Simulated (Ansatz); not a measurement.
Rb: phonons across the zone

Level of theory: DFT PBE, scalar-relativistic, plane waves, PAW in Ansatz 0.2.0. Cutoff 420 eV, 12×12×12 k-points (Γ-centred), Fermi-Dirac smearing of 0.15 eV. No spin polarisation. Phonons by linear response, acoustic sum rule imposed.

The cell, relaxed at this level:
```
Rb
1.0
     4.63606    0.00000    0.00000
     0.00000    4.63606    0.00000
     0.00000    0.00000    4.63606
Rb
1
Direct
  0.00000 0.00000 0.00000
```

The cell was found from a structure generator's guess, not taken from experiment. In a metal, frequencies and elastic constants depend on the k mesh and the smearing, soft modes and shear constants most. This form isn't the element's ground state: it lies 96 meV/atom above the standard structure at this level.

Force constants from linear response on a 2×2×2 q mesh.

Q: Is the structure dynamically stable on this mesh?

A: No: at q = (0.000, -0.500, -0.500) a mode is imaginary, 26i cm⁻¹.

Q: Give the frequencies (cm⁻¹; i marks imaginary ones) at the irreducible q points, in fractions of the reciprocal vectors.

A:
| q | star | frequencies |
| --- | --- | --- |
| 0.000 0.000 0.000 | 1 | 0 0 0 |
| 0.000 0.000 -0.500 | 3 | 19i 19i 47 |
| 0.000 -0.500 -0.500 | 3 | 26i 48 48 |
| -0.500 -0.500 -0.500 | 1 | 45 45 45 |
